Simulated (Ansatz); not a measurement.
# BaS: stiffness from a series of strains

```xyz
2
Lattice="0.0000 3.1938 3.1938 3.1938 0.0000 3.1938 3.1938 3.1938 0.0000" Properties=species:S:1:pos:R:3 pbc="T T T"
Ba    0.0000    0.0000    0.0000
S     3.1938    3.1938    3.1938
```

Atoms are numbered in the order listed.

The cell is COD entry 9008600, as deposited and not checked against the literature; nothing was relaxed.

No spin–orbit coupling, which matters for the heavy atoms here.

Level of theory: DFT, PBEsol, all-electron LAPW, scalar-relativistic in Ansatz 0.2.0.

Settings: a Γ-centred 8×8×8 k mesh, Fermi–Dirac smearing of 0.02 eV, basis error target 0.25 meV/atom, no spin polarisation.

The strain is applied along the Cartesian axes of the cell as listed (γ is the engineering shear, twice εxy = εyz = εzx). Fractional coordinates are held (clamped ions).

σ is the change of stress from the unstrained cell, which is at -1.15 GPa; tension is positive, so slopes are stress–strain coefficients at that pressure.

Only quantities that a quadratic follows smoothly over the whole series are listed; rougher ones are left out.

| γ | σxy (GPa) |
| --- | --- |
| -0.0300 | -0.52 |
| -0.0200 | -0.36 |
| -0.0100 | -0.18 |
| 0.0000 | 0.00 |
| 0.0200 | 0.40 |
| 0.0300 | 0.61 |

Q: Fit the series and read off the stiffness at zero strain.

A: Least-squares fits y = p0 + p1 x + p2 x² to the rows give σxy (GPa): p1 = 18.9, p2 = 48. So C44 (clamped ions) = 19 GPa.

Q: One run, at γ = 0.0100, is withheld. Predict its row.

A: The fits give 0.20; the run gave 0.19.
